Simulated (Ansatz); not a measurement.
# NaCl: clamped-ion strain scan

Method: DFT PBE, scalar-relativistic, plane waves, PAW (Ansatz). Settings: plane waves to 420 eV, k-mesh 8×8×8 (Γ-centred), Gaussian smearing 0.05 eV. No spin polarisation. Energies are free energies at this smearing, counted from the undisturbed cell; pressure is positive in compression.

Zero of the scan (as given, not relaxed at this level; it stands at 0.4 GPa):

```
CELL_PARAMETERS angstrom
0.00000 2.83175 2.83175
2.83175 0.00000 2.83175
2.83175 2.83175 0.00000
ATOMIC_POSITIONS crystal
Na 0.00000 0.00000 0.00000
Cl 0.50000 0.50000 0.50000
```

The cell is strained by ε times the Voigt pattern (0, 1, 0, 0, 0, 0) (xx, yy, zz, yz, xz, xy; engineering shear) with fractional coordinates fixed.

| ε | ΔE (meV/atom) | stress summed along the pattern (GPa, tension positive) | pressure (GPa) | gap on the mesh (eV) |
| --- | --- | --- | --- | --- |
| -0.0200 | 2.8 | -1.60 | 1.0 | 5.13 |
| -0.0150 | 1.8 | ? | 0.8 | ? |
| -0.0100 | 1.0 | -0.97 | ? | ? |
| -0.0050 | ? | ? | 0.6 | 5.08 |
| 0.0000 | 0.0 | -0.42 | 0.4 | 5.06 |
| 0.0050 | -0.2 | -0.17 | 0.3 | 5.04 |
| 0.0100 | -0.2 | 0.06 | 0.2 | 5.02 |
| 0.0150 | -0.1 | 0.28 | 0.1 | 5.00 |
| 0.0175 | 0.0 | 0.38 | 0.0 | 4.99 |
| 0.0200 | 0.1 | 0.48 | 0.0 | 4.98 |

(1) Give the withheld values.

## Answers

(1) stress summed along the pattern (GPa, tension positive) at ε = -0.0150: -1.28; gap on the mesh (eV) at ε = -0.0150: 5.11; pressure (GPa) at ε = -0.0100: 0.7; gap on the mesh (eV) at ε = -0.0100: 5.10; ΔE (meV/atom) at ε = -0.0050: 0.4; stress summed along the pattern (GPa, tension positive) at ε = -0.0050: -0.69.